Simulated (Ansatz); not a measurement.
# Sensitivity of the G0W0 gap of BN (P6_3/mmc)

Aim: change settings of a G0W0 run on BN (P6_3/mmc) and see what moves.

Calculated with Ansatz 0.2.0; G0W0 on PBE, plane waves, PAW; PAW set soft_1.

## (1) The starting structure

Symmetry: P6_3/mmc, No. 194, hexagonal system. The conventional cell has a = 2.504 Å, b = 2.504 Å, c = 6.661 Å, α = 90.00°, β = 90.00°, γ = 120.00°. B has 3 N at 1.45 Å nearest. Nearest to N lie 3 B at 1.45 Å. Farther neighbours and most contacts between anions are not listed.

Structure file:

```cif
data_structure
_symmetry_space_group_name_H-M 'P6_3/mmc'
_symmetry_Int_Tables_number 194
_cell_length_a 2.5040
_cell_length_b 2.5040
_cell_length_c 6.6612
_cell_angle_alpha 90.000
_cell_angle_beta 90.000
_cell_angle_gamma 120.000
_cell_volume 36.17
loop_
_atom_site_label
_atom_site_type_symbol
_atom_site_symmetry_multiplicity
_atom_site_Wyckoff_symbol
_atom_site_fract_x
_atom_site_fract_y
_atom_site_fract_z
_atom_site_occupancy
B1 B 2 c 0.33333 0.66667 0.25000 1
N1 N 2 d 0.33333 0.66667 0.75000 1
```

The cell and positions come from the Crystallography Open Database and are kept as given unless a step says otherwise.

## (2) The base run: 9×9×2 mesh, 82 empty bands, screening to 100 eV, PAW set soft_1 files

G0W0 replaces the xc potential by the self-energy, built once from these orbitals. Only a window of levels is corrected, while the sums run over the empty bands that the input names. This step takes PAW set soft_1 files.

input.yaml

```yaml
crystal:
  lattice:
    - [2.50399, 0.0, 0.0]
    - [-1.251995, 2.1685189508, 0.0]
    - [0.0, 0.0, 6.6612]
  atoms:
    - { symbol: B, position: [0.3333333333, 0.6666666667, 0.25] }
    - { symbol: B, position: [0.6666666667, 0.3333333333, 0.75] }
    - { symbol: "N", position: [0.3333333333, 0.6666666667, 0.75] }
    - { symbol: "N", position: [0.6666666667, 0.3333333333, 0.25] }
kpoints:
  mp_grid: { grid: [9, 9, 2] }
hamiltonian:
  xc: pbe
  pseudopotentials: { kind: paw, azcp: { folder: soft_1 } }
scf:
  occupations: { method: fixed }
gw:
  n_empty_bands: 82
  ecut_chi: 100
  qp_bands: [v2, c2]
  qp_kpoints: band_edges
  screening: { model: contour_deformation }
```

The run is started by

```
> ansatz run input.yaml --threads 3 --pin off --max-ram 92160MiB --backend cuda --events-out ev --progress --plain --runs-dir out --devices 1 --max-vram 13GiB
```

Numbers of over 12 decimals in the logs are rounded to 6 here.

Log:

```text
GPUs: using 1 of 1 available (devices: 1).
Engine: ansatz 0.2.0, x86_64-unknown-linux-gnu
Pseudopotentials: kind: paw
Pseudopotential: B, paw, valence charge 3, recommended cutoff 420 eV (normal), soft_1/B.paw.azcp
Pseudopotential: N, paw, valence charge 5, recommended cutoff 420 eV (normal), soft_1/N.paw.azcp
Functional definition: PBE
  parameter kappa = 0.804
  parameter beta = 0.066725
  exchange = pbe_x(kappa = kappa, mu = beta*pi^2/3)
  correlation = pbe_c(beta = beta)
device memory: the entry about to start is reckoned to put 0.4 GiB on a device that reports 32.3 GiB free (of which the cap on the GPU budget leaves the run 13.0 GiB)
GPU FFT provider: cuFFT
GPU libraries: cuBLAS 13.8.2, cuFFT 12.4.0, cuSOLVER 12.3.4
Crystal: 4 atoms, lattice volume = 36.170 Å³
Basis set: ecut = 420 eV, 713 PW (Γ)
Bands: 12, of which v1, the nominal top of the filled ones, is band 8 counted from 1 (7 counted from 0)
Symmetry: 24 space group operations
Space group: P63/mmc (ITA 194), of the structure as read, at distance tolerance 3.3e-5 Å
k-points: 24 of 162
Non-local potential: B, projectors of the file, l = 0: 2, l = 1: 2, l = 2: 1
Non-local potential: N, projectors of the file, l = 0: 2, l = 1: 2, l = 2: 1
PAW form: soft (Blöchl's): semilocal exchange-correlation on the pseudo side does not see the compensation charge
PAW one-centre angular grid: B, 110 points (default); XC on 64 Gauss nodes
PAW one-centre angular grid: N, 110 points (default); XC on 64 Gauss nodes
Initial density: superposition of atomic densities (chi_scale 0.1, normalization cell, long waves kept (reshape's long-wave potential 0.01 eV rms))
Initial wavefunctions: pseudopotential atomic-orbital guess
GPU buffer pool allocated for 14580 grid points (all kernels)
GPU transforms: local potential and band sums: pruned to the plane-wave sphere, on 18×18×45
Functional: x = pbe(κ = 0.804, μ = 0.219515), c = pbe(β = 0.066725)
SCF iter   1: F=—  HF=-1087.497042 eV  |F-HF|=—  |Δ(HF+E_count)|=         —  Δρ=1.46e-1  dr2=7.61e0  ethr=3.10e-3  ⟨swp⟩=4.8  Hψ=1563  notcnv=0  defer=34
preconditioner: auto → none  [insulator: Δε(μ)=5.895 eV  Ē_g=17.026 eV  n_scr=4 (ndim 8)  ℏωp=24.7 eV  f_vac=0.000  ε∞_Penn≈3.1]
SCF iter   2: F=—  HF=-1085.077628 eV  |F-HF|=—  |Δ(HF+E_count)|=    2.42e0  Δρ=6.88e-2  dr2=9.24e-1  ethr=3.10e-3  ⟨swp⟩=3.0  Hψ=809  notcnv=0  defer=45
SCF iter   3: F=—  HF=-1084.834212 eV  |F-HF|=—  |Δ(HF+E_count)|=   2.43e-1  Δρ=2.30e-2  dr2=1.07e-1  ethr=3.10e-3  ⟨swp⟩=2.7  Hψ=684  notcnv=0  defer=44
SCF iter   4: F=—  HF=-1084.823248 eV  |F-HF|=—  |Δ(HF+E_count)|=   1.10e-2  Δρ=8.37e-3  dr2=1.40e-2  ethr=6.66e-4  ⟨swp⟩=2.4  Hψ=370  notcnv=0  defer=48
[...]
E_nonlocal   = 86.214290
  E_hartree    = 224.833605
  E_xc         = -184.031673
  E_vxc        = -226.983632  (∫ρ·V_xc dr)
  E_paw        = -414.073850  (= ΣΔE_a)
  E_vpaw       = -47.577680  (= ΣTr[D̂ρ^β])
  E_aug_tail   = 0.001845  (compensation charges beyond the density's cutoff)
  E_ewald      = -497.875223
  E_smearing   = -0.000000  (= −TS)
  E_closure    = -0.000000  (closes the sum)
  Σ components = -1084.822846   (vs F -1084.822846, Δ=0.00e0)
--- Band table (eV; the first three rows and the last of 24) ---
  k-point 0: bands = [... 4 lower, 3.3774, 3.3774, 3.4127, 3.4127, 9.9486, 14.9873, 16.2806, 16.2806]
  k-point 1: bands = [... 4 lower, 3.3952, 3.3952, 3.3952, 3.3952, 12.2954, 12.2954, 16.3401, 16.3401]
  k-point 2: bands = [... 4 lower, 2.4186, 2.4498, 2.9331, 2.9753, 10.3765, 14.8127, 15.9887, 16.2866]
  k-point 23: bands = [... 4 lower, -2.4423, -2.4423, 4.7050, 4.7050, 9.3479, 9.3479, 16.7268, 16.7268]
--- G₀W₀: contour deformation, 6 samples at zero and on the imaginary axis and 1 off it, 162 q-points, 82 empty bands' worth ---
  eigenvalues of the whole cell's RPA ε∞ on this k-mesh (on a slab, of 1 + 4πα/V) = 2.5230, 4.5759, 4.5759; static W/v taken at q = 0 is 0.284287
  bands read: the sum over 90 bands ends inside a degenerate multiplet in 2 slots, whose members it reads at an even weight; the widest, k=1: bands 89 to 92 (counted from 1) at 2/4 each
  gw.qp_kpoints: band_edges: 12 of 24 stored k-points solved, in 2 passes; an edge of the gap read off the rows below is read off those points alone
    valence top: of the k-points left out ik 14 came nearest to being solved in a further pass, in band 8 (counted from 1, as in the quasiparticle table): it holds the edge there only if its correction is more favourable than any solved in that band by at least 0.891 eV; those differ by 0.193 eV
    conduction bottom: of the k-points left out ik 14 came nearest to being solved in a further pass, in band 9 (counted from 1, as in the quasiparticle table): it holds the edge there only if its correction is more favourable than any solved in that band by at least 0.780 eV; those differ by 0.632 eV
    ik  band        ε_KS         Σx   Σc(E_QP)       V_xc       Z   E_QP_lin       E_QP  E_QP is
     0     7      3.4127   -23.6353     3.5948   -19.2165  0.7961     2.5815     2.5887  root
     0     8      3.4127   -23.6353     3.5948   -19.2165  0.7961     2.5815     2.5887  root
     0     9      9.9486    -4.9328    -3.9012    -9.1464  0.8393    10.2618    10.2609  root
     0    10     14.9873    -7.8154    -5.3700   -14.3603  0.7594    16.1953    16.1623  root
     1     7      3.3952   -23.6211     3.6002   -19.1919  0.7960     2.5590     2.5662  root
     1     8      3.3952   -23.6211     3.6002   -19.1919  0.7960     2.5590     2.5662  root
     1     9     12.2954    -6.3539    -4.3392   -11.3795  0.8154    12.9874    12.9818  root
     1    10     12.2954    -6.3539    -4.3392   -11.3795  0.8154    12.9874    12.9818  root
[...]
23     7      4.7050   -20.6129     2.7395   -17.1997  0.7865     4.0265     4.0313  root
    23     8      4.7050   -20.6129     2.7395   -17.1997  0.7865     4.0265     4.0313  root
    23     9      9.3479    -6.1733    -4.4878   -11.5480  0.8109    10.2430    10.2348  root
    23    10      9.3479    -6.1733    -4.4878   -11.5480  0.8109    10.2430    10.2348  root
[key lines of the parts left out:]
SCF converged after 7 iterations
Free energy (F): -1084.822846 eV
Fermi energy:    4.705022 eV
```

Run time: 26 s. Hardware: 1 × NVIDIA H100 80GB HBM3 (shared by 6 runs) with 3 threads of AMD EPYC 7R13 (Zen 3), shared host; peak memory 1.1 GiB.

In the SCF lines HF is the Harris–Foulkes energy and dr2 the Hartree energy of the density residual, in eV; the loop may stop once dr2 is under the threshold and the program's other checks hold. Hψ counts applications of the Hamiltonian.

Numbers from this step:

```
bands summed                                 : 90
RPA ε∞ on this mesh (eigenvalues)            : 2.523, 4.576, 4.576
plane waves in the screening matrix          : 83
q-points in the mesh                         : 162
G0W0 gap on the mesh                         : 5.853 eV
k of the valence top                         : 0.3333, 0.3333, -0.5
k of the conduction bottom                   : 0.1111, 0.4444, 0
starting gap on the mesh                     : 4.400 eV
Z at the valence top                         : 0.7865
Z at the conduction bottom                   : 0.8186
least direct G0W0 gap on the computed points : 6.198 eV
```

The gap on the mesh goes from 4.40 eV to 5.85 eV, a correction of +1.45 eV. Between the two edge states, bare exchange in place of the xc potential would open the gap by 8.50 eV, and correlation takes back 7.04 eV.

## (3) Variant: guard bands

Changes to input.yaml since step 2:

```diff
@@ -18,4 +18,4 @@
 gw:
-  n_empty_bands: 82
-  ecut_chi: 100
+  n_empty_bands: 58
+  ecut_chi: 80
   qp_bands: [v2, c2]
@@ -23 +23,2 @@
   screening: { model: contour_deformation }
+  n_guard_bands: 2
```

Log:

```text
GPUs: using 1 of 1 available (devices: 1).
[...]
GPU FFT provider: cuFFT
GPU libraries: cuBLAS 13.8.2, cuFFT 12.4.0, cuSOLVER 12.3.4
Crystal: 4 atoms, lattice volume = 36.170 Å³
Basis set: ecut = 420 eV, 713 PW (Γ)
Bands: 12, of which v1, the nominal top of the filled ones, is band 8 counted from 1 (7 counted from 0)
[... 1 set-up line as in the run before ...]
[...]
k-points: 24 of 162
[...]
GPU buffer pool allocated for 14580 grid points (all kernels)
[...]
SCF iter   1: F=—  HF=-1087.497042 eV  |F-HF|=—  |Δ(HF+E_count)|=         —  Δρ=1.46e-1  dr2=7.61e0  ethr=3.10e-3  ⟨swp⟩=4.8  Hψ=1563  notcnv=0  defer=34
[...]
SCF iter   7: F=-1084.822846 eV  HF=-1084.822846 eV  |F-HF|=7.07e-9  |Δ(HF+E_count)|=   1.04e-6  Δρ=5.72e-6  dr2=7.97e-9  ethr=6.25e-10  ⟨swp⟩=3.4  Hψ=1511  notcnv=0
SCF 1 converged in 7 iterations: F = -1084.822846 eV  dr2 = 7.97e-9
[...]
NSCF: frozen V_eff on 24 k-points, pencils in batches of 32, up to order 48
[...]
G₀W₀ screening: q 1/24
[... further progress lines ...]
[...]
NSCF: frozen V_eff on 1 k-points
[...]
SCF converged after 7 iterations
Free energy (F): -1084.822846 eV
[...]
Internal energy: -1084.822846 eV  (E = F + TS)
E sigma→0 (E₀):  -1084.822846 eV
Fermi energy:    4.705022 eV
[...]
--- Band table (eV; the first three rows and the last of 24) ---
  k-point 0: bands = [... 4 lower, 3.3774, 3.3774, 3.4127, 3.4127, 9.9486, 14.9873, 16.2806, 16.2806]
  k-point 1: bands = [... 4 lower, 3.3952, 3.3952, 3.3952, 3.3952, 12.2954, 12.2954, 16.3401, 16.3401]
  k-point 2: bands = [... 4 lower, 2.4186, 2.4498, 2.9331, 2.9753, 10.3765, 14.8127, 15.9887, 16.2866]
  k-point 23: bands = [... 4 lower, -2.4423, -2.4423, 4.7050, 4.7050, 9.3479, 9.3479, 16.7268, 16.7268]
[...]
0     7      3.4127   -23.6353     3.7910   -19.2165  0.7974     2.7808     2.7849  root
     0     8      3.4127   -23.6353     3.7910   -19.2165  0.7974     2.7808     2.7849  root
     0     9      9.9486    -4.9328    -3.8689    -9.1464  0.8400    10.2943    10.2932  root
     0    10     14.9873    -7.8154    -5.2238   -14.3603  0.7612    16.3521    16.3084  root
     1     7      3.3952   -23.6211     3.7961   -19.1919  0.7973     2.7580     2.7622  root
     1     8      3.3952   -23.6211     3.7961   -19.1919  0.7973     2.7580     2.7622  root
     1     9     12.2954    -6.3539    -4.2671   -11.3795  0.8167    13.0609    13.0539  root
     1    10     12.2954    -6.3539    -4.2671   -11.3795  0.8167    13.0609    13.0539  root
[...]
23     7      4.7050   -20.6129     2.8805   -17.1997  0.7893     4.1694     4.1723  root
    23     8      4.7050   -20.6129     2.8805   -17.1997  0.7893     4.1694     4.1723  root
    23     9      9.3479    -6.1733    -4.3755   -11.5480  0.8123    10.3577    10.3471  root
    23    10      9.3479    -6.1733    -4.3755   -11.5480  0.8123    10.3577    10.3471  root
```

Elapsed: 19 s, on 1 × NVIDIA H100 80GB HBM3 (shared by 6 runs) with 3 threads; peak memory 0.99 GiB; 17 s of CPU time.

The G0W0 gap on the mesh is 5.815 eV.

Against the base:

| setting | base | variant |
| --- | --- | --- |
| empty bands | 82 | 58 |
| screening cutoff (eV) | 100 | 80 |
| n guard bands | - | 2 |

```
                                    quantity  variant   base
                    starting gap on the mesh    4.400  4.400
                        G0W0 gap on the mesh    5.815  5.853
least direct G0W0 gap on the computed points    6.164  6.198
                        Z at the valence top    0.789  0.786
                  Z at the conduction bottom    0.820  0.819
```

## (4) Variant: wider window of levels

Changes to input.yaml since step 3:

```diff
@@ -18,7 +18,6 @@
 gw:
-  n_empty_bands: 58
-  ecut_chi: 80
-  qp_bands: [v2, c2]
-  qp_kpoints: band_edges
+  n_empty_bands: 82
+  ecut_chi: 100
+  qp_bands: [v8, c6]
+  qp_kpoints: [[0, 0, 0]]
   screening: { model: contour_deformation }
-  n_guard_bands: 2
```

Log:

```text
GPUs: using 1 of 1 available (devices: 1).
[...]
GPU FFT provider: cuFFT
GPU libraries: cuBLAS 13.8.2, cuFFT 12.4.0, cuSOLVER 12.3.4
Crystal: 4 atoms, lattice volume = 36.170 Å³
Basis set: ecut = 420 eV, 713 PW (Γ)
Bands: 12, of which v1, the nominal top of the filled ones, is band 8 counted from 1 (7 counted from 0)
[... 1 set-up line as in the run before ...]
[...]
k-points: 24 of 162
[...]
GPU buffer pool allocated for 14580 grid points (all kernels)
[...]
SCF iter   1: F=—  HF=-1087.497042 eV  |F-HF|=—  |Δ(HF+E_count)|=         —  Δρ=1.46e-1  dr2=7.61e0  ethr=3.10e-3  ⟨swp⟩=4.8  Hψ=1563  notcnv=0  defer=34
[...]
SCF iter   7: F=-1084.822846 eV  HF=-1084.822846 eV  |F-HF|=7.07e-9  |Δ(HF+E_count)|=   1.04e-6  Δρ=5.72e-6  dr2=7.97e-9  ethr=6.25e-10  ⟨swp⟩=3.4  Hψ=1511  notcnv=0
SCF 1 converged in 7 iterations: F = -1084.822846 eV  dr2 = 7.97e-9
[...]
G₀W₀ screening: q 1/24
[... further progress lines ...]
[...]
SCF converged after 7 iterations
Free energy (F): -1084.822846 eV
[...]
Internal energy: -1084.822846 eV  (E = F + TS)
E sigma→0 (E₀):  -1084.822846 eV
Fermi energy:    4.705022 eV
[...]
--- Band table (eV; the first three rows and the last of 24) ---
  k-point 0: bands = [... 4 lower, 3.3774, 3.3774, 3.4127, 3.4127, 9.9486, 14.9873, 16.2806, 16.2806]
  k-point 1: bands = [... 4 lower, 3.3952, 3.3952, 3.3952, 3.3952, 12.2954, 12.2954, 16.3401, 16.3401]
  k-point 2: bands = [... 4 lower, 2.4186, 2.4498, 2.9331, 2.9753, 10.3765, 14.8127, 15.9887, 16.2866]
  k-point 23: bands = [... 4 lower, -2.4423, -2.4423, 4.7050, 4.7050, 9.3479, 9.3479, 16.7268, 16.7268]
[...]
0     1    -13.0857   -28.2918     9.1267   -17.6211  0.7049   -14.6591   -14.6298  root
     0     2    -12.7984   -28.6138     9.0798   -18.0153  0.7038   -14.3440   -14.3171  root
     0     3     -1.4927   -18.6513     4.7483   -12.7748  0.7065    -2.6870    -2.6209  root
     0     4      0.5986   -20.1151     4.0843   -14.9984  0.7364    -0.4551    -0.4337  root
     0     5      3.3774   -23.6062     3.6045   -19.1685  0.7959     2.5368     2.5441  root
     0     6      3.3774   -23.6062     3.6045   -19.1685  0.7959     2.5368     2.5441  root
     0     7      3.4127   -23.6353     3.5948   -19.2165  0.7961     2.5815     2.5887  root
     0     8      3.4127   -23.6353     3.5948   -19.2165  0.7961     2.5815     2.5887  root
     0     9      9.9486    -4.9328    -3.9012    -9.1464  0.8393    10.2618    10.2609  root
     0    10     14.9873    -7.8154    -5.3700   -14.3603  0.7594    16.1953    16.1623  root
     0    11     16.2806    -8.1016    -5.1713   -15.0489  0.8114    18.0951    18.0566  root
     0    12     16.2806    -8.1016    -5.1713   -15.0489  0.8114    18.0951    18.0566  root
     0    13     16.4010    -8.1852    -5.2133   -15.2017  0.8100    18.2440    18.2042  root
     0    14     16.4010    -8.1852    -5.2133   -15.2017  0.8100    18.2440    18.2042  root
```

Run time: 19 s. Hardware: 1 × NVIDIA H100 80GB HBM3 (shared by 6 runs) with 3 threads; peak memory 1 GiB.

Absolute levels on the run's own zero. QP, by row:

```csv
k index,band,KS (eV),Sigma_x (eV),Sigma_c (eV),Vxc (eV),Z,QP linearised (eV),QP (eV),source,doubts
0,1,-13.09,-28.29,9.127,-17.62,0.7049,-14.66,-14.63,root,
0,2,-12.8,-28.61,9.08,-18.02,0.7038,-14.34,-14.32,root,
0,3,-1.493,-18.65,4.748,-12.77,0.7065,-2.687,-2.621,root,
0,4,0.5986,-20.12,4.084,-15,0.7364,-0.4551,-0.4337,root,
0,5,3.377,-23.61,3.604,-19.17,0.7959,2.537,2.544,root,
0,6,3.377,-23.61,3.604,-19.17,0.7959,2.537,2.544,root,
0,7,3.413,-23.64,3.595,-19.22,0.7961,2.582,2.589,root,
0,8,3.413,-23.64,3.595,-19.22,0.7961,2.582,2.589,root,
0,9,9.949,-4.933,-3.901,-9.146,0.8393,10.26,10.26,root,
0,10,14.99,-7.815,-5.37,-14.36,0.7594,16.2,16.16,root,
0,11,16.28,-8.102,-5.171,-15.05,0.8114,18.1,18.06,root,
0,12,16.28,-8.102,-5.171,-15.05,0.8114,18.1,18.06,root,
0,13,16.4,-8.185,-5.213,-15.2,0.81,18.24,18.2,root,
0,14,16.4,-8.185,-5.213,-15.2,0.81,18.24,18.2,root,
```

Against the base:

```
     setting        base      variant
levels asked    v2 to c2     v8 to c6
points asked  band edges  [[0, 0, 0]]
```

## (5) Summary of results

- base: 5.85 eV, 26 s
- guard bands: 5.82 eV, 19 s
- wider window of levels: direct gap at the listed points 7.67 eV, 19 s

What this shows: Guard bands: the gap moves by −0.04 eV. The variant differs from the base in empty bands, screening cutoff and n guard bands together, so the change can't be laid to one of them. Wider window of levels: only the listed points were computed; the least direct gap there is 7.67 eV, with levels asked and points asked changed against the base. All runs here use a coarse mesh and modest cutoffs; they test settings and are not final values. The 9×9×2 mesh is coarse for this cell (its supercell is 13 Å along the shortest edge). The RPA ε∞ on it, from the PBE start, is 2.52 and 4.58; such meshes misread the long-range screening, most where the gap is narrow.

[Paths, hosts, dates, memory and timing lines, banners, echoed tables and standing remarks are left out of the program output.]

[Logs are printed without paths, hosts, clocks, repeated set-up lines and the standing remarks that a program may print on its own settings, such as how far it seeks lower states.]

[Runs of the session that timed out or met a known fault of the program may be left out.]

[Cells called generated may have been cut or substituted from an entry of the Crystallography Open Database or the Materials Project.]

[Hosts, paths, dates, database ids (printed as entryN), source tags and the programs' standing remarks are cut or masked in the printed files.]
